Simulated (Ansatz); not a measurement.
# Response of HfN to small distortions

```
Hf N
1.0
     0.00000    2.25900    2.25900
     2.25900    0.00000    2.25900
     2.25900    2.25900    0.00000
Hf N
1 1
Direct
  0.00000 0.00000 0.00000
  0.50000 0.50000 0.50000
```

Atoms are numbered in the order listed.

The conventional cell has a = 4.518 Å, b = 4.518 Å, c = 4.518 Å, α = 90.00°, β = 90.00°, γ = 90.00°. Around Hf (atom 1) lie 6 N at 2.26 Å. Around N (atom 2) lie 6 Hf at 2.26 Å.

The geometry is COD entry 1539063, unchecked; take it as a test cell.

Spin polarisation is left out, and whether a magnetic state lies lower isn't shown here.

No spin–orbit coupling, which matters for the heavy atoms here.

Method: DFT, PBEsol, all-electron LAPW, scalar-relativistic (Ansatz 0.2.0).

Settings: a Γ-centred 10×10×10 k mesh, Fermi–Dirac smearing of 0.01 eV, basis error target 0.5 meV/atom, no spin polarisation.

The unchanged cell is at -2.96 GPa.

In a metal, stresses and small energies carry noise from the k mesh.

x, y and z are the Cartesian axes of the cell as listed; fractional coordinates follow a strain, and an engineering shear is twice the off-diagonal strain component.

Task: One change gave: energy change +5 meV/atom; stress change (xx, yy, zz, yz, xz, xy) 0.10, 0.10, 0.10, -2.01, -2.01, -2.01 GPa, compression positive. Which change was it?
A. equal xy, yz and zx engineering shear strains of -2 %
B. equal xy, yz and zx engineering shear strains of +1 %
C. equal xy, yz and zx engineering shear strains of +2 %
D. equal xy, yz and zx engineering shear strains of -1 %

Result: C. For equal xy, yz and zx engineering shear strains of -2 %: energy change +4 meV/atom; stress change (xx, yy, zz, yz, xz, xy) 0.07, 0.07, 0.07, 2.27, 2.27, 2.27 GPa, compression positive. For equal xy, yz and zx engineering shear strains of -1 %: energy change +1 meV/atom; stress change (xx, yy, zz, yz, xz, xy) 0.01, 0.01, 0.01, 0.84, 0.84, 0.84 GPa, compression positive. For equal xy, yz and zx engineering shear strains of +1 %: energy change +1 meV/atom; stress change (xx, yy, zz, yz, xz, xy) -0.01, -0.01, -0.01, -1.07, -1.07, -1.07 GPa, compression positive.
